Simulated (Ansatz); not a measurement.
**From the elastic tensor of GaP at -0.5 GPa (stress–strain coefficients) to moduli and sound speeds**

Computed with DFT PBE, scalar-relativistic, plane waves, PAW (Ansatz 0.2.0). Settings: 420 eV plane-wave cutoff, Γ-centred 6×6×6 mesh, fixed occupations. No spin polarisation.

Symmetry: F-43m, No. 216, cubic system. The conventional cell has a = 5.520 Å, b = 5.520 Å, c = 5.520 Å, α = 90.00°, β = 90.00°, γ = 90.00°. Ga (site symmetry -43m) is surrounded by 4 P at 2.39 Å. Around P (site symmetry -43m) lie 4 Ga at 2.39 Å.

The cell is the ideal cubic zincblende prototype.

Relaxed-ion constants (GPa, on the Cartesian axes of the calculation):
```
123.3  50.3  50.3   0.0   0.0   0.0
 50.3 123.3  50.3   0.0   0.0   0.0
 50.3  50.3 123.3   0.0   0.0   0.0
  0.0   0.0   0.0  63.9   0.0   0.0
  0.0   0.0   0.0   0.0  63.9   0.0
  0.0   0.0   0.0   0.0   0.0  63.9
```

Density 3.977 g/cm³; 2 atoms in 42.04 Å³.

The values that follow are for a polycrystal of randomly turned grains, by Hill's mean where one number stands.

With S = C⁻¹: B_V = (C11+C22+C33+2(C12+C13+C23))/9, G_V = (C11+C22+C33−C12−C13−C23+3(C44+C55+C66))/15, 1/B_R = S11+S22+S33+2(S12+S13+S23), 15/G_R = 4(S11+S22+S33−S12−S13−S23)+3(S44+S55+S66); Hill is their mean. Then v_l = √((B+4G/3)/ρ), v_t = √(G/ρ), v_m = [(2/v_t³+1/v_l³)/3]^(−1/3) and Θ = (ħ/k_B)·v_m·(6π²n/V)^(1/3) for n atoms in the volume V; E = 9BG/(3B+G), ν = (3B−2G)/(2(3B+G)) and A^U = 5G_V/G_R + B_V/B_R − 6.

| Quantity | Value |
| --- | --- |
| Bulk modulus, Voigt / Reuss / Hill | 74.6 / 74.6 / 74.6 GPa |
| Shear modulus, Voigt / Reuss / Hill | 52.9 / 49.2 / 51.1 GPa |
| Young's modulus | 125 GPa |
| Poisson ratio | 0.221 |
| Pugh ratio B/G | 1.46 |
| Universal anisotropy index | 0.39 |
| Longitudinal and transverse sound speeds | 5989 and 3583 m/s |
| Debye temperature from the mean sound speed | 428 K |

Cost: 1 run of about 1.2 core-minutes, on Intel Xeon Processor @ 2.50GHz (Skylake/Cascade Lake) (shared hosts).

The elastic response is that of a stiff but clearly anisotropic tetrahedral network. C44 (63.9 GPa) is well above half the difference between C11 and C12, so the crystal is stiffest along ⟨111⟩, the bond directions, and softest along ⟨100⟩. A tetragonal shear leaves the bond lengths unchanged to first order and is resisted mainly by bond-angle bending. The C44 shear also stretches and compresses bonds, and internal displacement of the two sublattices relieves this only in part. That C12 lies below C44 fits directional, largely covalent sp³ bonding with a polar contribution.

The lattice is larger and the bulk modulus of 74.6 GPa lower than is well established for GaP. The likely main cause is PBE's tendency to underbind such semiconductors, with the small tensile load adding slightly to the softening. The sound speeds and Debye temperature are therefore probably somewhat low too. The constants satisfy the cubic conditions for stability against small homogeneous strains, but this doesn't exclude a phonon instability at finite wavevector.
